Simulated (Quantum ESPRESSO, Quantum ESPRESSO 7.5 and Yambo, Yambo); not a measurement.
# Quasiparticle gap of GaN (P6_3mc) in Yambo

How does a plane-wave GW calculation on GaN (P6_3mc) run from the first input to the gap?

Program: Quantum ESPRESSO 7.5 and Yambo 5.3.0. Level of theory: PBE and many-body steps on it, plane waves. Results are calculated unless marked as measured.

Report form: the programs' logs are mostly left out.

The database entry behind the starting cell has ideal inner coordinates that were not refined, so it need not match the best structure at ambient conditions.

### 1. The structure

The structure is hexagonal, space group P6_3mc (No. 186). Conventional cell: a = 3.190 Å, b = 3.190 Å, c = 5.189 Å, α = 90.00°, β = 90.00°, γ = 120.00°. Nearest to Ga lie 4 N at 1.95 Å. Nearest to N lie 4 Ga at 1.95 Å. Farther neighbours and most contacts between anions are not listed.

The cell and positions come from the Crystallography Open Database and are kept as given unless a step says otherwise.

### 2. Ground state

This step: Quantum ESPRESSO 7.5; DFT, PBE, plane waves, norm-conserving pseudopotentials.

The ground-state density comes first.

pw.in reads:

```
&control
  calculation = 'scf'
  prefix = 'x'
  outdir = 'o'
  pseudo_dir = 'pseudo'
/
&system
  ibrav = 0
  nat = 4
  ntyp = 2
  ecutwfc = 104.0
  nbnd = 32
  force_symmorphic = .true.
/
&electrons
  conv_thr = 1e-10
  electron_maxstep = 80
  mixing_beta = 0.5
/
ATOMIC_SPECIES
  Ga 69.723 Ga.upf
  N 14.007 N.upf
CELL_PARAMETERS angstrom
  3.1900000000 -0.0000000000 0.0000000000
  -1.5950000000 2.7626210381 0.0000000000
  0.0000000000 0.0000000000 5.1890000000
ATOMIC_POSITIONS crystal
  Ga 0.6666666667 0.3333333333 0.0000000000
  Ga 0.3333333333 0.6666666667 0.5000000000
  N 0.6666666667 0.3333333333 0.3750000000
  N 0.3333333333 0.6666666667 0.8750000000
K_POINTS automatic
  6 6 4 0 0 0
```

Started as:

```bash
> OMP_NUM_THREADS=1 mpirun -n 4 pw.x -nk 4 -in pw.in > pw.out
```

Run time: 11 s. Hardware: 4 MPI ranks of Intel Xeon 6975P-C (Granite Rapids), shared host; peak memory 0.4 GiB.

Numbers from this step:

| Property | Result |
| --- | --- |
| total energy | -14081.1445 eV |
| gap | 1.925 eV |
| k of the valence top | 0, 0, 0 |
| k of the conduction bottom | 0, 0, 0 |
| least direct gap | 1.925 eV |

The gap is direct, at Γ.

### 3. Bands along the symmetry lines

The cheap functional maps the bands first; the places of the edges decide which points the dearer methods must see.

pw.in reads:

```
&control
  calculation = 'bands'
  prefix = 'x'
  outdir = 'o'
  pseudo_dir = 'pseudo'
/
&system
  ibrav = 0
  nat = 4
  ntyp = 2
  ecutwfc = 104.0
  nbnd = 32
  force_symmorphic = .true.
/
&electrons
  conv_thr = 1e-9
  electron_maxstep = 80
  diago_full_acc = .true.
  diago_thr_init = 5e-6
/
ATOMIC_SPECIES
  Ga 69.723 Ga.upf
  N 14.007 N.upf
CELL_PARAMETERS angstrom
  3.1900000000 -0.0000000000 0.0000000000
  -1.5950000000 2.7626210381 0.0000000000
  0.0000000000 0.0000000000 5.1890000000
ATOMIC_POSITIONS crystal
  Ga 0.6666666667 0.3333333333 0.0000000000
  Ga 0.3333333333 0.6666666667 0.5000000000
  N 0.6666666667 0.3333333333 0.3750000000
  N 0.3333333333 0.6666666667 0.8750000000
K_POINTS crystal
  75
  0.00000000 0.00000000 0.00000000 1
  0.06250000 0.00000000 0.00000000 1
  0.12500000 0.00000000 0.00000000 1
  0.18750000 0.00000000 0.00000000 1
  0.25000000 0.00000000 0.00000000 1
  0.31250000 0.00000000 0.00000000 1
  0.37500000 0.00000000 0.00000000 1
  0.43750000 0.00000000 0.00000000 1
  0.50000000 0.00000000 0.00000000 1
  0.47916667 0.04166667 0.00000000 1
  0.45833333 0.08333333 0.00000000 1
  0.43750000 0.12500000 0.00000000 1
  0.41666666 0.16666666 0.00000000 1
  0.39583333 0.20833333 0.00000000 1
  0.37500000 0.25000000 0.00000000 1
  0.35416666 0.29166666 0.00000000 1
  0.33333333 0.33333333 0.00000000 1
  0.29166666 0.29166666 0.00000000 1
  0.25000000 0.25000000 0.00000000 1
  0.20833333 0.20833333 0.00000000 1
  0.16666666 0.16666666 0.00000000 1
  0.12500000 0.12500000 0.00000000 1
  0.08333333 0.08333333 0.00000000 1
  0.04166667 0.04166667 0.00000000 1
  0.00000000 0.00000000 0.00000000 1
  0.00000000 0.00000000 0.06250000 1
  0.00000000 0.00000000 0.12500000 1
  0.00000000 0.00000000 0.18750000 1
  0.00000000 0.00000000 0.25000000 1
  0.00000000 0.00000000 0.31250000 1
  0.00000000 0.00000000 0.37500000 1
  0.00000000 0.00000000 0.43750000 1
  0.00000000 0.00000000 0.50000000 1
  0.06250000 0.00000000 0.50000000 1
  0.12500000 0.00000000 0.50000000 1
  0.18750000 0.00000000 0.50000000 1
  0.25000000 0.00000000 0.50000000 1
  0.31250000 0.00000000 0.50000000 1
  0.37500000 0.00000000 0.50000000 1
  0.43750000 0.00000000 0.50000000 1
  0.50000000 0.00000000 0.50000000 1
  0.47916667 0.04166667 0.50000000 1
  0.45833333 0.08333333 0.50000000 1
  0.43750000 0.12500000 0.50000000 1
  0.41666666 0.16666666 0.50000000 1
  0.39583333 0.20833333 0.50000000 1
  0.37500000 0.25000000 0.50000000 1
  0.35416666 0.29166666 0.50000000 1
  0.33333333 0.33333333 0.50000000 1
  0.29166666 0.29166666 0.50000000 1
  0.25000000 0.25000000 0.50000000 1
  0.20833333 0.20833333 0.50000000 1
  0.16666666 0.16666666 0.50000000 1
  0.12500000 0.12500000 0.50000000 1
  0.08333333 0.08333333 0.50000000 1
  0.04166667 0.04166667 0.50000000 1
  0.00000000 0.00000000 0.50000000 1
  0.50000000 0.00000000 0.50000000 1
  0.50000000 0.00000000 0.43750000 1
  0.50000000 0.00000000 0.37500000 1
  0.50000000 0.00000000 0.31250000 1
  0.50000000 0.00000000 0.25000000 1
  0.50000000 0.00000000 0.18750000 1
  0.50000000 0.00000000 0.12500000 1
  0.50000000 0.00000000 0.06250000 1
  0.50000000 0.00000000 0.00000000 1
  0.33333333 0.33333333 0.50000000 1
  0.33333333 0.33333333 0.43750000 1
  0.33333333 0.33333333 0.37500000 1
  0.33333333 0.33333333 0.31250000 1
  0.33333333 0.33333333 0.25000000 1
  0.33333333 0.33333333 0.18750000 1
  0.33333333 0.33333333 0.12500000 1
  0.33333333 0.33333333 0.06250000 1
  0.33333333 0.33333333 0.00000000 1
```

The job ended after 7.1 s (4 MPI ranks; peak memory 0.31 GiB).

Numbers from this step:

```yaml
gap: 1.925 eV
k_of_the_valence_top: 0, 0, 0
k_of_the_conduction_bottom: 0, 0, 0
least_direct_gap: 1.925 eV
```

The gap is 1.925 eV, as in the run before at this level.

Electronic bands along the path, in eV, zero at the top of the highest filled band:

| point | band 23 | band 24 | band 25 | band 26 | band 27 | band 28 | band 29 | band 30 |
| --- | --- | --- | --- | --- | --- | --- | --- | --- |
| Γ | -1.04 | -0.06 | 0.00 | 0.00 | 1.93 | 4.28 | 9.19 | 9.92 |
| halfway | -2.85 | -1.98 | -0.73 | -0.48 | 4.29 | 5.95 | 7.38 | 8.53 |
| M | -4.21 | -2.73 | -2.22 | -0.97 | 5.08 | 5.57 | 6.06 | 8.59 |
| halfway | -4.22 | -3.52 | -2.38 | -1.86 | 5.61 | 6.61 | 6.64 | 8.43 |
| K | -5.25 | -2.99 | -2.99 | -2.68 | 5.15 | 7.80 | 7.80 | 8.40 |
| halfway | -3.66 | -2.39 | -1.00 | -0.92 | 4.93 | 6.87 | 7.29 | 7.67 |
| Γ | -1.04 | -0.06 | 0.00 | 0.00 | 1.93 | 4.28 | 9.19 | 9.92 |
| halfway | -0.89 | -0.89 | -0.16 | -0.16 | 3.11 | 4.38 | 8.80 | 9.60 |
| A | -0.53 | -0.53 | -0.53 | -0.53 | 4.25 | 4.25 | 8.50 | 8.50 |
| halfway | -2.07 | -2.07 | -1.28 | -1.28 | 5.24 | 5.24 | 7.66 | 7.66 |
| L | -1.93 | -1.93 | -1.90 | -1.90 | 4.42 | 4.42 | 7.80 | 7.80 |
| halfway | -3.18 | -3.18 | -1.60 | -1.60 | 5.37 | 5.37 | 8.12 | 8.12 |
| H | -4.16 | -4.16 | -1.49 | -1.49 | 6.45 | 6.45 | 7.31 | 7.31 |
| halfway | -2.11 | -2.11 | -1.80 | -1.80 | 5.67 | 5.67 | 7.67 | 7.67 |
| A | -0.53 | -0.53 | -0.53 | -0.53 | 4.25 | 4.25 | 8.50 | 8.50 |
| jump to L | -1.93 | -1.93 | -1.90 | -1.90 | 4.42 | 4.42 | 7.80 | 7.80 |
| halfway | -3.30 | -2.51 | -1.70 | -1.27 | 4.32 | 5.11 | 7.56 | 7.85 |
| M | -4.21 | -2.73 | -2.22 | -0.97 | 5.08 | 5.57 | 6.06 | 8.59 |
| jump to H | -4.16 | -4.16 | -1.49 | -1.49 | 6.45 | 6.45 | 7.31 | 7.31 |
| halfway | -4.96 | -3.18 | -2.20 | -2.20 | 5.90 | 7.20 | 7.20 | 8.18 |
| K | -5.25 | -2.99 | -2.99 | -2.68 | 5.15 | 7.80 | 7.80 | 8.40 |

### 4. Empty states on the mesh, 6×6×4 mesh, 129 bands

The sums over transitions need many empty states on a uniform mesh; this step solves for them.

pw.in reads:

```
&control
  calculation = 'nscf'
  prefix = 'x'
  outdir = 'o'
  pseudo_dir = 'pseudo'
/
&system
  ibrav = 0
  nat = 4
  ntyp = 2
  ecutwfc = 104.0
  nbnd = 129
  force_symmorphic = .true.
/
&electrons
  conv_thr = 1e-9
  electron_maxstep = 80
  diago_full_acc = .true.
  diago_thr_init = 5e-6
/
ATOMIC_SPECIES
  Ga 69.723 Ga.upf
  N 14.007 N.upf
CELL_PARAMETERS angstrom
  3.1900000000 -0.0000000000 0.0000000000
  -1.5950000000 2.7626210381 0.0000000000
  0.0000000000 0.0000000000 5.1890000000
ATOMIC_POSITIONS crystal
  Ga 0.6666666667 0.3333333333 0.0000000000
  Ga 0.3333333333 0.6666666667 0.5000000000
  N 0.6666666667 0.3333333333 0.3750000000
  N 0.3333333333 0.6666666667 0.8750000000
K_POINTS automatic
  6 6 4 0 0 0
```

Run time: 16 s. Hardware: 4 MPI ranks; peak memory 0.49 GiB.

Numbers from this step:

```
gap                                                           : 1.925 eV
k of the valence top                                          : 0, 0, 0
k of the conduction bottom                                    : 0, 0, 0
least direct gap                                              : 1.925 eV
k points computed                                             : 24
lowest point of the top converged band, above the valence top : 84.5376 eV
```

On this mesh the gap is 1.925 eV.

### 5. Conversion and set-up

This step: Yambo 5.3.0; conversion and set-up on PBE, plane waves, norm-conserving pseudopotentials.

The states are converted to the many-body program's format and the q mesh is built.

Started as:

```bash
> (cd o/x.save; p2y > p2y.log; mv SAVE ../..); yambo > setup.log
```

Wall time 2.6 s (1 MPI rank); peak memory 0.26 GiB.

### 6. Screening and self-energy, 6×6×4 mesh, 129 bands, screening to 197.3 eV

G0W0 replaces the xc potential by the self-energy, built once from these orbitals. Only a window of levels is corrected, while the sums run over the empty bands that the input names.

This step: G0W0 on PBE, plane waves, norm-conserving pseudopotentials.

gw1.in reads:

```
HF_and_locXC
gw0
dyson
ppa
em1d
rim_cut
RandQpts= 1000000
RandGvec= 1 RL
EXXRLvcs= 104 Ry
VXCRLvcs= 416 Ry
Chimod= "HARTREE"
% BndsRnXp
 1 | 129 |
%
NGsBlkXp= 14.5 Ry
% LongDrXp
 1 | 1 | 1 |
%
% GbndRnge
 1 | 129 |
%
DysSolver= "n"
ExtendOut
PPAPntXp= 27.21138 eV
% QPkrange
 1 | 1 | 25 | 28 |
%
```

Started as:

```bash
> OMP_NUM_THREADS=1 mpirun -n 4 yambo -F gw1.in -J gw1 -C gw1 > gw1.log
```

Elapsed: 16 min, on 4 MPI ranks; peak memory 3.9 GiB.

This step gave:

| Property | Result |
| --- | --- |
| G0W0 gap on the points computed | 2.777 eV |
| starting gap on the mesh | 1.925 eV |
| k of the valence top | 0, 0, 0 |
| k of the conduction bottom | 0, 0, 0 |
| least direct G0W0 gap on the computed points | 2.777 eV |
| Z at the valence top | 0.7910 |
| Z at the conduction bottom | 0.8178 |

The gap on the mesh goes from 1.92 eV to 2.78 eV, a correction of +0.85 eV.

Limits: finite bands, cutoff and mesh; no spin-orbit coupling. v1 is the top filled band, c1 the lowest empty one. Levels before and after the correction, in eV, zero at the valence-band top of each column:

|  | conduction bottom | valence top |
| --- | --- | --- |
| Kohn-Sham | 1.92 | 0.00 |
| G0W0 | 2.78 | 0.00 |

|  | level | energy (eV) |
| --- | --- | --- |
| Kohn-Sham | Γ v2-v1 | 0.000 |
| Kohn-Sham | Γ c1 | 1.925 |
| Kohn-Sham | Γ c2 | 4.278 |
| G0W0 | Γ v2-v1 | 0.000 |
| G0W0 | Γ c1 | 2.777 |
| G0W0 | Γ c2 | 5.297 |

### 7. Where the time went

Times are wall times on the hardware named with each run, good to a factor of about two.

| step | time | share | memory (GiB) |
| --- | --- | --- | --- |
| ground state | 11 s | 1 % | 0.4 |
| bands along the symmetry lines | 7.1 s | 1 % | 0.31 |
| empty states on the mesh | 16 s | 2 % | 0.49 |
| conversion and set-up | 2.6 s | 0 % | 0.26 |
| screening and self-energy | 16 min | 96 % | 3.9 |

### 8. Results

```
PBE gap              : 1.92 eV, direct
G0W0 gap on the mesh : 2.78 eV
GW settings          : 6×6×4 mesh, 129 bands, screening to 197.3 eV, Godby-Needs plasmon pole
known limits         : not at the basis limit; no spin-orbit coupling
```

What this shows: G0W0 moves the gap on the mesh from 1.92 eV to 2.78 eV (+0.85 eV), with Z of 0.79 and 0.82 at the edges. Only 1 of the mesh's irreducible points was corrected, so a valley elsewhere could overtake. The dearest step here is «screening and self-energy». Bands and cutoff are finite, so the gap is not at the basis limit. The miss can reach some tenths of an eV and take either sign; the mesh is an error of its own. In the G0W0 run levels were corrected at 1 k point alone, so a gap called «on the mesh» is the least over those, and an edge elsewhere would be missed. The many-body steps are scalar-relativistic: spin-orbit coupling is not in them.

[Paths, hosts, dates, memory and timing lines, banners, echoed tables and standing remarks are left out of the program output.]

[Logs are printed without paths, hosts, clocks, repeated set-up lines and the standing remarks that a program may print on its own settings, such as how far it seeks lower states.]

[Runs of the session that timed out or met a known fault of the program may be left out.]

[Hosts, paths, dates, database ids (printed as entryN), source tags and the programs' standing remarks are cut or masked in the printed files.]
